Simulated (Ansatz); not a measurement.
# KBr (Fm-3m) in Ansatz: a series of runs

One crystal, KBr, is run at these levels: r2SCAN+D3(BJ); tasks: single point, equation of state.

Program: Ansatz 0.2.0. These are calculated values, not measurements. Logs are shortened: lines on timing, memory, paths and dates and some standing lists are left out, and cuts for length are marked.

### 1 The structure

It takes space group Fm-3m (No. 225, cubic). Conventional cell: a = 6.600 Å, b = 6.600 Å, c = 6.600 Å, α = 90.00°, β = 90.00°, γ = 90.00°. Br (site symmetry m-3m) is surrounded by 6 K at 3.30 Å. K (site symmetry m-3m) has 6 Br at 3.30 Å as nearest neighbours.

### 2 Single point, r2SCAN+D3(BJ), 33.78 Å³/atom (volume scaled by 0.94)

input.yaml

```yaml
crystal:
  lattice:
    - [0.0, 3.2326341588, 3.2326341588]
    - [3.2326341588, 0.0, 3.2326341588]
    - [3.2326341588, 3.2326341588, 0.0]
  atoms:
    - { symbol: Br, position: [0.5, 0.5, 0.5] }
    - { symbol: K, position: [0.0, 0.0, 0.0] }
hamiltonian:
  xc: r2scan
  pseudopotentials: { kind: paw }
  dispersion: d3bj
kpoints:
  mp_grid: { grid: [7, 7, 7] }
scf:
  occupations: { method: fermi_dirac, width: 0.05 }
output:
  forces: true
  stress: true
  eigenvalues: true
```

Potentials or basis: Ansatz PAW.

The run is started by

```sh
$ ansatz run input.yaml --threads 2 --pin off --max-ram 5120MiB --backend cpu --events-out ev --progress --plain --runs-dir out
```

What it wrote:

```text
Warning: the engine holds no damping parameters fitted to this dispersion correction and functional, so the run takes those fitted to r2scan beside the three-body term, which d3bj leaves out (hamiltonian.dispersion, under Limitations)
Warning: RAYON_NUM_THREADS=2 ignored (pool sized by the plan → 2); use --threads N
Engine: ansatz 0.2.0, aarch64-unknown-linux-gnu
Pseudopotentials: kind: paw
Pseudopotential: Br, paw, valence charge 7, recommended cutoff 500 eV (meta_gga), Br.paw.azcp
Pseudopotential: K, paw, valence charge 9, recommended cutoff 500 eV (meta_gga), K.paw.azcp
Functional definition: r2SCAN
  parameter k0 = 0.174
  parameter k1 = 0.065
  parameter a1 = 4.9479
  exchange = r2scan_x(k0 = k0, k1 = k1, a1 = a1)
  correlation = r2scan_c
Crystal: 2 atoms, lattice volume = 67.562 Å³
Basis set: ecut = 500 eV, 1687 PW (Γ), exchange–correlation on 144×144×144 points (64 copies of the dense FFT grid, shifted against one another)
Bands: 12, of which v1, the nominal top of the filled ones, is band 8 counted from 1 (7 counted from 0)
Symmetry: 48 space group operations
Space group: Fm-3m (ITA 225), of the structure as read, at distance tolerance 4.1e-5 Å
k-points: 20 of 343
Non-local potential: Br, projectors of the file, l = 0: 2, l = 1: 2, l = 2: 2
Non-local potential: K, projectors of the file, l = 0: 3, l = 1: 2, l = 2: 2
PAW form: soft (Blöchl's): semilocal exchange-correlation on the pseudo side does not see the compensation charge
PAW frozen core: Br, regenerated for the run's functional (the file was generated under x = pbe(κ = 0.804, μ = 0.2195149727645171), c = pbe(β = 0.06672455060314922))
PAW frozen core: K, regenerated for the run's functional (the file was generated under x = pbe(κ = 0.804, μ = 0.2195149727645171), c = pbe(β = 0.06672455060314922))
PAW one-centre angular grid: Br, 302 points (default); XC on 160 Gauss nodes
PAW one-centre angular grid: K, 302 points (default); XC on 160 Gauss nodes
Initial density: superposition of atomic densities (neutral atoms: chi_scale 0, normalization atom), corrected by the library's trained network
Initial wavefunctions: pseudopotential atomic-orbital guess
Functional: x = r2scan, c = r2scan; τ floored in thin density (d = 2e-4 eV/Å³)
SCF iter   1: F=—  HF=-4339.493417 eV  |F-HF|=—  |Δ(HF+E_count)|=         —  Δρ=2.57e-3  dr2=3.44e-3  dr2_τ=2.65e-3  ethr=1.77e-3  ⟨swp⟩=6.5  Hψ=1657  notcnv=0
preconditioner: auto → none  [insulator: Δε(μ)=5.342 eV  Ē_g=15.800 eV  σ=0.050 eV  W_gap=1.00  n_scr=14 (ndim 8)  ℏωp=16.9 eV  f_vac=0.053  D(μ)=0.00/eV (n_scr^D=0)  ε∞_Penn≈2.1]
SCF iter   2: F=—  HF=-4339.507925 eV  |F-HF|=—  |Δ(HF+E_count)|=   1.45e-2  Δρ=1.09e-3  dr2=2.88e-4  dr2_τ=6.05e-5  ethr=2.15e-5  ⟨swp⟩=2.0  Hψ=627  notcnv=0
SCF iter   3: F=—  HF=-4339.508007 eV  |F-HF|=—  |Δ(HF+E_count)|=   8.16e-5  Δρ=4.36e-4  dr2=4.09e-5  dr2_τ=5.10e-6  ethr=1.80e-6  ⟨swp⟩=2.2  Hψ=384  notcnv=0
SCF iter   4: F=—  HF=-4339.508030 eV  |F-HF|=—  |Δ(HF+E_count)|=   2.34e-5  Δρ=6.20e-5  dr2=8.41e-7  dr2_τ=5.59e-7  ethr=2.55e-7  ⟨swp⟩=2.0  Hψ=397  notcnv=0
iter 5 did not close the SCF: its close was put off for the readings that it lacked (scf_convergence_deferred on its scf_iter line)
SCF iter   5: F=-4339.508031 eV  HF=-4339.508031 eV  |F-HF|=1.82e-8  |Δ(HF+E_count)|=   1.26e-6  Δρ=5.65e-6  dr2=8.81e-9  dr2_τ=2.87e-9  ethr=5.25e-9  ⟨swp⟩=2.0  Hψ=366  notcnv=0
SCF iter   6: F=-4339.508031 eV  HF=-4339.508031 eV  |F-HF|=3.64e-11  |Δ(HF+E_count)|=   2.09e-8  Δρ=3.55e-7  dr2=4.96e-11  dr2_τ=2.28e-11  ethr=5.50e-11  ⟨swp⟩=2.0  Hψ=871  notcnv=0
SCF 1 converged in 6 iterations: F = -4339.508031 eV  dr2 = 4.96e-11
SCF converged after 6 iterations
Free energy (F): -4339.508031 eV
Harris-Foulkes:  -4339.508031 eV  (|F-HF|=3.64e-11)
Internal energy: -4339.508031 eV  (E = F + TS)
E sigma→0 (E₀):  -4339.508031 eV
Fermi energy:    3.791878 eV
--- Per-component energies (eV) ---
  E_band       = -137.008192
  E_kinetic    = 389.719610
  E_local      = -813.051768  (includes V_loc(G=0)·N_el)
  E_nonlocal   = 82.545324
  E_hartree    = 262.593654
  E_xc         = -386.074877
  E_vxc        = -302.693355  (∫ρ·V_xc dr)
  E_paw        = -3058.017205  (= ΣΔE_a)
  E_vpaw       = -35.737995  (= ΣTr[D̂ρ^β])
  E_aug_tail   = -0.000002  (compensation charges beyond the density's cutoff)
  E_vtau       = 17.022557  (kinetic-family band-sum trace: ∫τ·v_τ [+ j·A + Jᵃ·Aᵃ] dr)
  E_ewald      = -816.656993
  E_disp       = -0.211395  (pairwise vdW)
  E_core_change = -0.354379  (= ΣΔE_core)
  E_smearing   = -0.000000  (= −TS)
  E_closure    = 0.000000  (closes the sum)
  Σ components = -4339.508031   (vs F -4339.508031, Δ=0.00e0)
--- Forces (eV/Å), atoms counted from 1 ---
  atom   1  Br     0.00000000    -0.00000000     0.00000000
  atom   2  K     -0.00000000     0.00000000    -0.00000000
  max |Σ_I F_I| component: 3.62e-30 eV/Å
--- Stress (GPa, compression-positive) ---
        0.716017       0.000000      -0.000000
        0.000000       0.716017       0.000000
        0.000000       0.000000       0.716017
  P = ⅓ Tr σ = 0.7160 GPa (7.160 kbar)
--- Band table (eV; the first three rows and the last of 20) ---
  k-point 0: bands = ["-27.5842", "-11.6970", "-10.2959", "-10.2959", "-10.2959", "1.1003", "1.1003", "1.1003", "6.3618", "9.3347", "9.3347", "9.3347"]
  k-point 1: bands = ["-27.5827", "-11.7365", "-10.2969", "-10.2969", "-10.2388", "0.7960", "1.0226", "1.0226", "6.8880", "9.1909", "9.6007", "9.6007"]
  k-point 2: bands = ["-27.5794", "-11.8161", "-10.2992", "-10.2992", "-10.1187", "0.2326", "0.8575", "0.8575", "7.8578", "9.3489", "10.3327", "10.3327"]
  k-point 19: bands = ["-27.5742", "-11.6965", "-10.3820", "-10.3512", "-10.1849", "0.3582", "0.4156", "0.6341", "8.7364", "9.5527", "10.5461", "11.2309"]
```

Run time: 1.9 s. Hardware: 2 threads of Arm Neoverse V1, shared host; peak memory 0.49 GiB.

What came out:

| Property | Result |
| --- | --- |
| Free energy | -4339.5080 eV |
| Pressure | 0.7 GPa |
| Band gap on the k mesh | 5.26 eV, direct |

Caveat: odd divisions of the mesh miss points on the zone boundary, where band edges often lie, so the gap on the mesh can be too wide; the PAW data sets come from PBE, with cores solved anew for the run's functional, which leaves a small shift of forces and pressure; the dispersion damping was fitted for another functional or another form of the correction.

### 3 Single point, r2SCAN+D3(BJ), 34.50 Å³/atom (volume scaled by 0.96)

Edit input.yaml of step 2 so:

```diff
@@ -2,5 +2,5 @@
   lattice:
-    - [0.0, 3.2326341588, 3.2326341588]
-    - [3.2326341588, 0.0, 3.2326341588]
-    - [3.2326341588, 3.2326341588, 0.0]
+    - [0.0, 3.2553999381, 3.2553999381]
+    - [3.2553999381, 0.0, 3.2553999381]
+    - [3.2553999381, 3.2553999381, 0.0]
   atoms:
@@ -20 +20,5 @@
   eigenvalues: true
+  write_density: true
+  write_potential: true
+  elf: true
+  volumetric_format: npy
```

Potentials or basis: Ansatz PAW.

The run is started by

```sh
$ ansatz run input.yaml --threads 2 --pin off --max-ram 5120MiB --backend cpu --events-out ev --progress --plain --runs-dir out
```

Run time: 2.2 s. Hardware: 2 threads of Arm Neoverse V1, shared host; peak memory 0.49 GiB.

Results (log left out):

- Free energy: -4339.5126 eV
- Pressure: 0.3 GPa
- Band gap on the k mesh: 5.20 eV, direct

Caveat: odd divisions of the mesh miss points on the zone boundary, where band edges often lie, so the gap on the mesh can be too wide; the PAW data sets come from PBE, with cores solved anew for the run's functional, which leaves a small shift of forces and pressure; the dispersion damping was fitted for another functional or another form of the correction.

### 4 Single point, r2SCAN+D3(BJ), 35.22 Å³/atom (volume scaled by 0.98)

Edit input.yaml of step 3 so:

```diff
@@ -2,5 +2,5 @@
   lattice:
-    - [0.0, 3.2553999381, 3.2553999381]
-    - [3.2553999381, 0.0, 3.2553999381]
-    - [3.2553999381, 3.2553999381, 0.0]
+    - [0.0, 3.2778516817, 3.2778516817]
+    - [3.2778516817, 0.0, 3.2778516817]
+    - [3.2778516817, 3.2778516817, 0.0]
   atoms:
```

The run is started by

```sh
$ ansatz run input.yaml --threads 2 --pin off --max-ram 5120MiB --backend cpu --events-out ev --progress --plain --runs-dir out
```

It took 2.3 s on 2 threads of Arm Neoverse V1, shared host; peak memory 0.49 GiB.

It converged, with:

```yaml
Free_energy: -4339.5136 eV
Pressure: -0.1 GPa
Band_gap_on_the_k_mesh: 5.14 eV, direct
```

Caveat: odd divisions of the mesh miss points on the zone boundary, where band edges often lie, so the gap on the mesh can be too wide; the PAW data sets come from PBE, with cores solved anew for the run's functional, which leaves a small shift of forces and pressure; the dispersion damping was fitted for another functional or another form of the correction.

### 5 Single point, r2SCAN+D3(BJ), 35.94 Å³/atom

input.yaml

```yaml
crystal:
  lattice:
    - [0.0, 3.3, 3.3]
    - [3.3, 0.0, 3.3]
    - [3.3, 3.3, 0.0]
  atoms:
    - { symbol: Br, position: [0.5, 0.5, 0.5] }
    - { symbol: K, position: [0.0, 0.0, 0.0] }
hamiltonian:
  xc: r2scan
  pseudopotentials: { kind: paw }
  dispersion: d3bj
kpoints:
  mp_grid: { grid: [7, 7, 7] }
scf:
  occupations: { method: fermi_dirac, width: 0.05 }
output:
  forces: true
  stress: true
  eigenvalues: true
```

The run is started by

```sh
$ ansatz run input.yaml --threads 2 --pin off --max-ram 5120MiB --backend cpu --events-out ev --progress --plain --runs-dir out
```

Wall time 1.9 s (2 threads of Arm Neoverse V1, shared host); peak memory 0.49 GiB.

It converged, with:

```yaml
Free_energy: -4339.5115 eV
Pressure: -0.4 GPa
Band_gap_on_the_k_mesh: 5.08 eV, direct
```

Caveat: odd divisions of the mesh miss points on the zone boundary, where band edges often lie, so the gap on the mesh can be too wide; the PAW data sets come from PBE, with cores solved anew for the run's functional, which leaves a small shift of forces and pressure; the dispersion damping was fitted for another functional or another form of the correction.

### 6 Single point, r2SCAN+D3(BJ), 36.66 Å³/atom (volume scaled by 1.02)

Edit input.yaml of step 5 so:

```diff
@@ -2,5 +2,5 @@
   lattice:
-    - [0.0, 3.3, 3.3]
-    - [3.3, 0.0, 3.3]
-    - [3.3, 3.3, 0.0]
+    - [0.0, 3.3218549415, 3.3218549415]
+    - [3.3218549415, 0.0, 3.3218549415]
+    - [3.3218549415, 3.3218549415, 0.0]
   atoms:
```

Potentials or basis: Ansatz PAW.

The run is started by

```sh
$ ansatz run input.yaml --threads 2 --pin off --max-ram 5120MiB --backend cpu --events-out ev --progress --plain --runs-dir out
```

Run time: 1.9 s. Hardware: 2 threads of Arm Neoverse V1, shared host; peak memory 0.5 GiB.

It converged, with:

```yaml
Free_energy: -4339.5066 eV
Pressure: -0.7 GPa
Band_gap_on_the_k_mesh: 5.02 eV, direct
```

Caveat: odd divisions of the mesh miss points on the zone boundary, where band edges often lie, so the gap on the mesh can be too wide; the PAW data sets come from PBE, with cores solved anew for the run's functional, which leaves a small shift of forces and pressure; the dispersion damping was fitted for another functional or another form of the correction.

### 7 Single point, r2SCAN+D3(BJ), 37.37 Å³/atom (volume scaled by 1.04)

Edit input.yaml of step 6 so:

```diff
@@ -2,5 +2,5 @@
   lattice:
-    - [0.0, 3.3218549415, 3.3218549415]
-    - [3.3218549415, 0.0, 3.3218549415]
-    - [3.3218549415, 3.3218549415, 0.0]
+    - [0.0, 3.3434260326, 3.3434260326]
+    - [3.3434260326, 0.0, 3.3434260326]
+    - [3.3434260326, 3.3434260326, 0.0]
   atoms:
@@ -20 +20,5 @@
   eigenvalues: true
+  write_density: true
+  write_potential: true
+  elf: true
+  volumetric_format: npy
```

The run is started by

```sh
$ ansatz run input.yaml --threads 2 --pin off --max-ram 5120MiB --backend cpu --events-out ev --progress --plain --runs-dir out
```

Run time: 2.3 s. Hardware: 2 threads of Arm Neoverse V1, shared host; peak memory 0.5 GiB.

Results (log left out):

```yaml
Free_energy: -4339.4994 eV
Pressure: -0.9 GPa
Band_gap_on_the_k_mesh: 4.97 eV, direct
```

Caveat: odd divisions of the mesh miss points on the zone boundary, where band edges often lie, so the gap on the mesh can be too wide; the PAW data sets come from PBE, with cores solved anew for the run's functional, which leaves a small shift of forces and pressure; the dispersion damping was fitted for another functional or another form of the correction.

### 8 Single point, r2SCAN+D3(BJ), 38.09 Å³/atom (volume scaled by 1.06)

input.yaml

```yaml
crystal:
  lattice:
    - [0.0, 3.364722314, 3.364722314]
    - [3.364722314, 0.0, 3.364722314]
    - [3.364722314, 3.364722314, 0.0]
  atoms:
    - { symbol: Br, position: [0.5, 0.5, 0.5] }
    - { symbol: K, position: [0.0, 0.0, 0.0] }
hamiltonian:
  xc: r2scan
  pseudopotentials: { kind: paw }
  dispersion: d3bj
kpoints:
  mp_grid: { grid: [7, 7, 7] }
scf:
  occupations: { method: fermi_dirac, width: 0.05 }
output:
  forces: true
  stress: true
  eigenvalues: true
```

The run is started by

```sh
$ ansatz run input.yaml --threads 2 --pin off --max-ram 5120MiB --backend cpu --events-out ev --progress --plain --runs-dir out
```

Wall time 1.9 s (2 threads of Arm Neoverse V1, shared host); peak memory 0.5 GiB.

It converged, with:

| Quantity | Value |
| --- | --- |
| Free energy | -4339.4899 eV |
| Pressure | -1.2 GPa |
| Band gap on the k mesh | 4.92 eV, direct |

Caveat: odd divisions of the mesh miss points on the zone boundary, where band edges often lie, so the gap on the mesh can be too wide; the PAW data sets come from PBE, with cores solved anew for the run's functional, which leaves a small shift of forces and pressure; the dispersion damping was fitted for another functional or another form of the correction.

### 9 Equation of state, r2SCAN+D3(BJ)

Potentials or basis: Ansatz PAW.

No new run: the results of the series are fitted here.

What came out:

* Equilibrium volume: 35.08 Å³/atom
* Bulk modulus: 17.3 GPa
* Pressure derivative of the bulk modulus: 4.9

Energy against volume, from the lowest point:
```tsv
volume (Å³/atom)	energy (meV/atom)
33.781	2.77
34.500	0.51
35.218	0.00
35.937	1.05
36.656	3.47
37.374	7.11
38.093	11.83
```

Caveat: the PAW data sets were made with another functional, which shifts forces and pressure a little.
